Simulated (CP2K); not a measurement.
Ag in CP2K: the effect of functional

Ag:

```
Ag
1.0
     2.88888    0.00000    0.00000
     1.44444    2.50185    0.00000
     1.44444    0.83395    2.35876
Ag
1
Direct
  0.00000 0.00000 0.00000
```

Alike in all runs:

| Quantity | Value |
| --- | --- |
| Program | CP2K 2026.2 |
| Task | band structure |
| Potentials or basis | POTENTIAL_UZH Ag GTH-PBE-q11; TZVP-MOLOPT-PBE-GTH basis |
| Density cutoff | 9184 eV |
| k mesh | 11 × 11 × 11 |
| Occupations | fermi-dirac, width 0.05 eV |
| Spin | no spin polarisation |

Q: One run gave: pressure 18.6 GPa. Which functional did it use?
A. vdW-DF2
B. LDA
C. PBEsol
D. BLYP
E. PBE

A: A.

```tsv
functional	pressure (GPa)
PBE	4.2
LDA	-5.4
PBEsol	-2.3
BLYP	13.1
AM05	-2.7
vdW-DF2	18.6
r2SCAN	-3.7
RPBE	7.2
optB88-vdW	5.5
WC	-1.3
```

Caveats: the basis of atomic orbitals isn't converged, which shifts pressures, moduli and gaps; the potentials were made for another functional, which shifts forces and pressure (some runs).

Not every run made on this cell is shown here.
